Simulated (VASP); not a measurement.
# CdTe (F-43m) in VASP: further runs

CdTe is run at these levels: PBE-based global hybrid, PBE-based screened hybrid; tasks: single point.

All numbers are computed with VASP 6.6.1; they aren't measurements. Logs are shortened: lines on timing, memory, paths and dates and some standing lists are left out, and cuts for length are marked.

**Experimental background.**

A printed reference work, data compilation reports, for a bulk crystal of CdTe at 0 K: band gap 1.607 eV.

How close the calculation comes is told below.

**1. The cell of the first run**

The structure is cubic, space group F-43m (No. 216). The conventional cell has a = 6.560 Å, b = 6.560 Å, c = 6.560 Å, α = 90.00°, β = 90.00°, γ = 90.00°. Within 3.7 Å of Cd (site symmetry -43m) lie 4 Te at 2.84 Å. Te (site symmetry -43m) has 4 Cd at 2.84 Å within 3.7 Å.

**2. Single point, PBE-based global hybrid**

Contents of POSCAR:

```
CdTe
1.0
    0.0000000000      3.2799012430      3.2799012430
    3.2799012430      0.0000000000      3.2799012430
    3.2799012430      3.2799012430      0.0000000000
Cd Te
1 1
Direct
    0.0000000000      0.0000000000      0.0000000000
    0.2500000000      0.2500000000      0.2500000000
```

Contents of INCAR.step1:

```
SYSTEM = CdTe
  PREC = Accurate
  ENCUT = 520
  EDIFF = 1E-5
  ISMEAR = 0
  SIGMA = 0.01
  LREAL = .False.
  LASPH = .True.
  NELM = 80
  ALGO = Normal
  ISIF = 2
  LWAVE = .True.
  LCHARG = .False.
  GGA = PE
  NBANDS = 16
```

Contents of INCAR.step2:

```
SYSTEM = CdTe
  PREC = Accurate
  ENCUT = 520
  EDIFF = 1E-6
  ISMEAR = 0
  SIGMA = 0.01
  LREAL = .False.
  LASPH = .True.
  NELM = 80
  ALGO = Normal
  ISIF = 2
  LWAVE = .False.
  LCHARG = .False.
  GGA = PE
  LHFCALC = .True.
  AEXX = 0.3
  PRECFOCK = Normal
  ISTART = 1
  NBANDS = 16
```

Contents of KPOINTS:

```
regular mesh
0
Gamma
  4 4 4
  0 0 0
```

Potentials or basis: VASP PAW PBE potentials, release 64 (Cd, Te).

On the command line:

```
> cat potpaw_PBE.64/Cd/POTCAR potpaw_PBE.64/Te/POTCAR > POTCAR
> cp INCAR.step1 INCAR
> mpirun -np 1 vasp_std > vasp.out
> cp INCAR.step2 INCAR
> mpirun -np 1 vasp_std > vasp.out
```

OUTCAR:

```text
SYSTEM = CdTe
   PREC = Accurate
   ENCUT = 520
   EDIFF = 1E-6
   ISMEAR = 0
   LREAL = .False.
   LASPH = .True.
   NELM = 80
   ISIF = 2
   GGA = PE
   LHFCALC = .True.
   AEXX = 0.3
   PRECFOCK = Normal
   ISTART = 1

 ion  position               nearest neighbor table
   1  0.000  0.000  0.000-   2 2.84   2 2.84   2 2.84   2 2.84
   2  0.250  0.250  0.250-   1 2.84   1 2.84   1 2.84   1 2.84

  LATTYP: Found a face centered cubic cell.
 ALAT       =     6.5598024860

  Lattice vectors:

 A1 = (   0.0000000000,   3.2799012430,   3.2799012430)
 A2 = (   3.2799012430,   0.0000000000,   3.2799012430)
 A3 = (   3.2799012430,   3.2799012430,   0.0000000000)

Analysis of symmetry for initial positions (statically):
=====================================================================
 Subroutine PRICEL returns:
 Original cell was already a primitive cell.

 Routine SETGRP: Setting up the symmetry group for a
 face centered cubic supercell.

 Subroutine GETGRP returns: Found 24 space group operations
 (whereof 24 operations were pure point group operations)
 out of a pool of 48 trial point group operations.

The static configuration has the point symmetry T_d .

Analysis of symmetry for dynamics (positions and initial velocities):
=====================================================================
 Subroutine PRICEL returns:
 Original cell was already a primitive cell.

 Routine SETGRP: Setting up the symmetry group for a
 face centered cubic supercell.

 Subroutine GETGRP returns: Found 24 space group operations
 (whereof 24 operations were pure point group operations)
 out of a pool of 48 trial point group operations.

The dynamic configuration has the point symmetry T_d .

 Subroutine INISYM returns: Found 24 space group operations
 (whereof 24 operations are pure point group operations),
 and found     1 'primitive' translations

----------------------------------------------------------------------------------------

                                     Primitive cell

  volume of cell :      70.5687

  direct lattice vectors                    reciprocal lattice vectors
     0.000000000  3.279901243  3.279901243    -0.152443614  0.152443614  0.152443614
     3.279901243  0.000000000  3.279901243     0.152443614 -0.152443614  0.152443614
     3.279901243  3.279901243  0.000000000     0.152443614  0.152443614 -0.152443614

  length of vectors
     4.638480821  4.638480821  4.638480821     0.264040085  0.264040085  0.264040085

  position of ions in fractional coordinates (direct lattice)
     0.000000000  0.000000000  0.000000000
     0.250000000  0.250000000  0.250000000

[... 70 lines left out ...]
   NELECT =      18.0000    total number of electrons
   NUPDOWN=      -1.0000    fix difference up-down
   EMIN   =  10.00;   EMAX   =-10.00  energy-range for DOS
   EFERMI =   0.00;   METHOD = LEGACY
   ISMEAR =     0;   SIGMA  =   0.01  broadening in eV -4-tet -1-fermi 0-gaus
   EFERMI_NEDOS =   21; number of points for ismear=-14 and -15
   IALGO  =     38    algorithm
   IMIX   =      1    mixing-type and parameters
     AMIX     =   0.40;   BMIX     =  1.00
     AMIX_MAG =   1.60;   BMIX_MAG =  1.00
  volume/ion in A,a.u.               =      35.28       238.11
  Fermi-wavevector in a.u.,A,eV,Ry     =   1.038233  1.961976 14.666102  1.077928
  Thomas-Fermi vector in A             =   2.172708
   LORBIT       =      0    0 simple, 1 ext, 2 COOP (PROOUT), +10 PAW based schemes
   GGA     = PE    functional components
   LHFCALC =     T    Hartree Fock is set to
   PRECFOCK=normal    Normal, Fast or Accurate (Low or Medium for compatibility)
   ENCUT4O =  -1.0   cutoff for four orbital integrals eV
   NKREDX  =     1    reduce k-point grid by
   NKREDY  =     1    reduce k-point grid by
   NKREDZ  =     1    reduce k-point grid by
   AEXX    =    0.3000 exact exchange contribution
   HFSCREEN=    0.0000 screening length (either q_TF or 0.3 A-1)
   HFSCREENC=   0.0000 screening length for correlation (either q_TF or 0.3 A-1)
   ENCUTFOCK=  -1.0 apply spherical cutoff to Coloumb kernel
   IVDW    =     0    specifies the selected vdW correction
   LEPSILON=     F    determine dielectric tensor
   LRPA    =     F    only Hartree local field effects (RPA)
 non-spin polarized calculation
 Gauss-broadening in eV      SIGMA  =   0.01
  energy-cutoff  :      520.00
  volume of cell :       70.57
 maximum number of plane-waves:      1924
 NGX is ok and might be reduce to    36
  NGX = 28; NGY = 28; NGZ = 28

 number of electron      18.0000006 magnetization

 Free energy of the ion-electron system (eV)
  ---------------------------------------------------
  ext. energy  EPLUGINS =         0.00000000
  ---------------------------------------------------
  free energy    TOTEN  =        -6.96758488 eV

  energy without entropy =       -6.96758488  energy(sigma->0) =       -6.96758488

 E-fermi :   1.0672     XC(G=0):  -6.3137

 val. band max:        0.9805345502   @ k =   0.0000   0.0000   0.0000
 cond. band min:       3.4107648505   @ k =   0.0000   0.0000   0.0000
 fundamental gap:      2.4302303002
 Fermi energy:         1.0671937721

 k-point     1 :       0.0000    0.0000    0.0000
  band No.  band energies     occupation
      1     -11.1929      2.00000
      2      -8.8361      2.00000
      3      -8.8361      2.00000
      4      -8.8361      2.00000
      5      -8.5963      2.00000
      6      -8.5963      2.00000
[... 129 lines left out ...]
      3      -8.7183      2.00000
      4      -8.6239      2.00000
      5      -8.5954      2.00000
      6      -7.9025      2.00000
[... 8 lines left out ...]
     15      14.2277      0.00000
     16      14.3237      0.00000

------------------------ aborting loop because EDIFF is reached ----------------------------------------

  FORCE on cell =-STRESS in cart. coord.  units (eV):
  Direction    XX          YY          ZZ          XY          YZ          ZX
  --------------------------------------------------------------------------------------
  -------------------------------------------------------------------------------------
  Total       -0.1053489     -0.1053489     -0.1053489      0.0000000      0.0000000      0.0000000
  in kB       -2.3918180     -2.3918180     -2.3918180      0.0000000      0.0000000      0.0000000
  external PRESSURE =      -2.3918180 kB  Pullay stress =       0.0000000 kB

 VOLUME and BASIS-vectors are now :
 -----------------------------------------------------------------------------
  energy-cutoff  :      520.00
  volume of cell :       70.57
      direct lattice vectors                 reciprocal lattice vectors
     0.000000000  3.279901243  3.279901243    -0.152443614  0.152443614  0.152443614
     3.279901243  0.000000000  3.279901243     0.152443614 -0.152443614  0.152443614
     3.279901243  3.279901243  0.000000000     0.152443614  0.152443614 -0.152443614

 POSITION                                       TOTAL-FORCE (eV/Angst)
 -----------------------------------------------------------------------------------
      0.00000      0.00000      0.00000        -0.000000     -0.000000     -0.000000
      1.63995      1.63995      1.63995         0.000000      0.000000      0.000000
 -----------------------------------------------------------------------------------
    total drift:                                0.000017      0.000016      0.000009

  FREE ENERGIE OF THE ION-ELECTRON SYSTEM (eV)
  ---------------------------------------------------
  free  energy   TOTEN  =        -6.9675848847 eV

  energy  without entropy=       -6.9675848847  energy(sigma->0) =       -6.96758488
```

OSZICAR.step1:

```text
N       E                     dE             d eps       ncg     rms          rms(c)
DAV:   1     0.101503589129E+03    0.10150E+03   -0.82973E+03   264   0.979E+02
DAV:   2    -0.123565001769E+01   -0.10274E+03   -0.98186E+02   320   0.237E+02
DAV:   3    -0.495861540220E+01   -0.37230E+01   -0.37196E+01   328   0.458E+01
DAV:   4    -0.499240445546E+01   -0.33789E-01   -0.33788E-01   376   0.393E+00
DAV:   5    -0.499248936158E+01   -0.84906E-04   -0.84906E-04   336   0.187E-01    0.517E+00
DAV:   6    -0.476126101273E+01    0.23123E+00   -0.39174E-01   304   0.721E+00    0.431E+00
DAV:   7    -0.474419934943E+01    0.17062E-01   -0.11411E-01   296   0.213E+00    0.170E+00
DAV:   8    -0.474537278981E+01   -0.11734E-02   -0.10898E-02   272   0.115E+00    0.490E-01
DAV:   9    -0.474580096972E+01   -0.42818E-03   -0.93800E-04   296   0.303E-01    0.110E-01
DAV:  10    -0.474588602378E+01   -0.85054E-04   -0.12096E-04   304   0.969E-02    0.538E-02
DAV:  11    -0.474593740264E+01   -0.51379E-04   -0.93060E-05   272   0.554E-02    0.364E-02
DAV:  12    -0.474593612851E+01    0.12741E-05   -0.35202E-06   240   0.140E-02
   1 F= -.47459361E+01 E0= -.47459361E+01  d E =-.225437E-38
```

It took 11 min on 1 thread of Intel Xeon 6975P-C, shared host; peak memory 0.22 GiB.

What came out:

```
Free energy            : -6.9676 eV
Pressure               : -0.2 GPa
Band gap on the k mesh : 2.43 eV, direct
```

Levels at points of the mesh, in eV from the valence-band top:
| k point | band 5 | band 6 | band 7 | band 8 | band 9 | band 10 | band 11 | band 12 | band 13 | band 14 |
| --- | --- | --- | --- | --- | --- | --- | --- | --- | --- | --- |
| (0.00, 0.00, 0.00) | -9.58 | -9.58 | 0.00 | 0.00 | 0.00 | 2.43 | 6.53 | 6.53 | 6.53 | 9.50 |
| (0.50, 0.00, 0.00) | -9.57 | -9.14 | -4.65 | -0.80 | -0.80 | 3.59 | 7.11 | 7.11 | 8.97 | 10.69 |
| (0.50, 0.50, 0.00) | -9.55 | -8.95 | -4.54 | -1.93 | -1.93 | 4.31 | 4.49 | 10.88 | 11.33 | 11.33 |

Caveat: the PAW data sets were made with another functional, which shifts forces and pressure a little; spin-orbit coupling is left out, which moves the levels of the heavy elements.

**3. Single point, PBE-based screened hybrid**

POSCAR is that of step 2.

Contents of INCAR.step1:

```
SYSTEM = CdTe
  ALGO = Normal
  EDIFF = 1E-5
  ENCUT = 520
  GGA = PE
  ISIF = 2
  ISMEAR = 0
  LASPH = .True.
  LREAL = .False.
  LWAVE = .True.
  NBANDS = 16
  NELM = 100
  PREC = Accurate
  SIGMA = 0.01
```

Contents of INCAR.step2:

```
SYSTEM = CdTe
  AEXX = 0.5
  ALGO = Normal
  EDIFF = 1E-6
  ENCUT = 520
  GGA = PE
  HFSCREEN = 0.5
  ISIF = 2
  ISMEAR = 0
  ISTART = 1
  LASPH = .True.
  LCHARG = .True.
  LELF = .True.
  LHFCALC = .True.
  LREAL = .False.
  LVHAR = .True.
  LWAVE = .False.
  NBANDS = 16
  NELM = 100
  PREC = Accurate
  PRECFOCK = Normal
  SIGMA = 0.01
```

Contents of KPOINTS:

```
k-points
0
Gamma
  4 4 4
  0 0 0
```

Potentials or basis: VASP PAW PBE potentials, release 64 (Cd, Te).

On the command line:

```
> cat potpaw_PBE.64/Cd/POTCAR potpaw_PBE.64/Te/POTCAR > POTCAR
> cp INCAR.step1 INCAR
> mpirun -np 1 vasp_std > vasp.out
> cp INCAR.step2 INCAR
> mpirun -np 1 vasp_std > vasp.out
```

It took 13 min on 1 thread of Intel Xeon 6975P-C, shared host; peak memory 0.32 GiB.

The run converged. Its results:

```
Free energy            : -6.3244 eV
Pressure               : 0.2 GPa
Band gap on the k mesh : 1.39 eV, direct
```

Levels at points of the mesh, in eV from the valence-band top:
```tsv
k point	band 6	band 7	band 8	band 9	band 10	band 11	band 12	band 13
(0.00, 0.00, 0.00)	-9.99	0.00	0.00	0.00	1.39	5.46	5.46	5.46
(0.50, 0.00, 0.00)	-9.46	-4.40	-0.75	-0.75	2.54	6.01	6.01	7.87
(0.50, 0.50, 0.00)	-9.24	-4.30	-1.83	-1.83	3.25	3.44	9.77	10.21
```

Caveat: the PAW data sets were made with another functional, which shifts forces and pressure a little; spin-orbit coupling is left out, which moves the levels of the heavy elements.

**4. Comparison with measurements**

Step 2. Measured gap of CdTe: 1.607 eV (0 K; a printed reference work, data compilation). This calculation gives 2.43 eV (+0.82 eV). Spin-orbit coupling on Cd, Te is left out. The value is that of PBE-based global hybrid, without temperature or zero-point motion.

Step 3. A measured gap of CdTe is 1.607 eV (0 K; a printed reference work, data compilation); the calculated 1.39 eV misses it by -0.21 eV. Spin-orbit coupling on Cd, Te is left out. The value is that of PBE-based screened hybrid, without temperature or zero-point motion.
